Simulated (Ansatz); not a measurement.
A run of Ansatz 0.2.0 is set up as follows.

Contents of input.yaml:

```yaml
crystal:
  lattice:
    - [2.57052631, 0.0, 0.0]
    - [0.0, 2.57052631, 0.0]
    - [0.0, 0.0, 5.14105262]
  atoms:
    - { symbol: Co, position: [0.0, 0.0, 0.0], spin: 2.0 }
    - { symbol: Co, position: [0.0, 0.0, 0.5], spin: -2.0 }
    - { symbol: O, position: [0.5, 0.5, 0.25] }
    - { symbol: O, position: [0.5, 0.5, 0.75] }
hamiltonian:
  xc: pbe
  pseudopotentials: { kind: paw }
  hubbard: { sites: [{ species: Co, l: d, u_eff: 4.0 }] }
magnetization:
  spin_polarized: true
kpoints:
  mp_grid: { grid: [10, 10, 5] }
scf:
  occupations: { method: fermi_dirac, width: 0.05 }
  n_extra_bands: 10
output:
  forces: true
  stress: true
  eigenvalues: true
  dos: { projected: false, de: 0.05, nscf_kmesh: { grid: [15, 15, 8] } }
  write_density: true
  write_potential: true
  elf: true
  volumetric_format: npy
```

Potentials or basis: Ansatz PAW.

Command:

```sh
$ ansatz run input.yaml --threads 2 --pin off --max-ram 5632MiB --backend cpu --events-out ev --progress --plain --runs-dir out
```

Q: Estimate the absolute moment.

A: 5.37 μB per cell.

Q: Predict the site moments.

A: Co +2.52, -2.52; O -0.00, +0.00 μB.

Q: Estimate the net moment.

A: 0.00 μB per cell.

Q: Estimate the band gap on the k mesh.

A: 2.22 eV.

States per cell in windows of 0.5 eV (zero at the valence-band top; states under -8 eV left out):
| from (eV) | up | down |
| --- | --- | --- |
| -8.0 | 0.12 | 0.12 |
| -7.5 | 0.38 | 0.38 |
| -7.0 | 0.70 | 0.70 |
| -6.5 | 0.87 | 0.87 |
| -6.0 | 0.83 | 0.83 |
| -5.5 | 1.03 | 1.03 |
| -5.0 | 1.22 | 1.22 |
| -4.5 | 0.91 | 0.91 |
| -4.0 | 0.88 | 0.88 |
| -3.5 | 0.69 | 0.69 |
| -3.0 | 0.77 | 0.77 |
| -2.5 | 1.05 | 1.05 |
| -2.0 | 0.87 | 0.87 |
| -1.5 | 1.25 | 1.25 |
| -1.0 | 1.15 | 1.15 |
| -0.5 | 0.26 | 0.26 |
| 0.0 | 0.00 | 0.00 |
| 0.5 | 0.00 | 0.00 |
| 1.0 | 0.00 | 0.00 |
| 1.5 | 0.00 | 0.00 |
| 2.0 | 0.00 | 0.00 |
| 2.5 | 1.42 | 1.42 |
| 3.0 | 1.58 | 1.58 |
| 3.5 | 0.03 | 0.03 |
| 4.0 | 0.03 | 0.03 |
| 4.5 | 0.04 | 0.04 |
| 5.0 | 0.05 | 0.05 |
| 5.5 | 0.07 | 0.07 |
| 6.0 | 0.10 | 0.10 |
| 6.5 | 0.14 | 0.14 |
| 7.0 | 0.35 | 0.35 |
| 7.5 | 0.72 | 0.72 |

Caveat: the magnetic or orbital state may not be the lowest; odd divisions of the mesh miss points on the zone boundary, where band edges often lie, so the gap on the mesh can be too wide; the density of states is complete only up to the lowest level of the last band computed. A k mesh can miss the band edges.
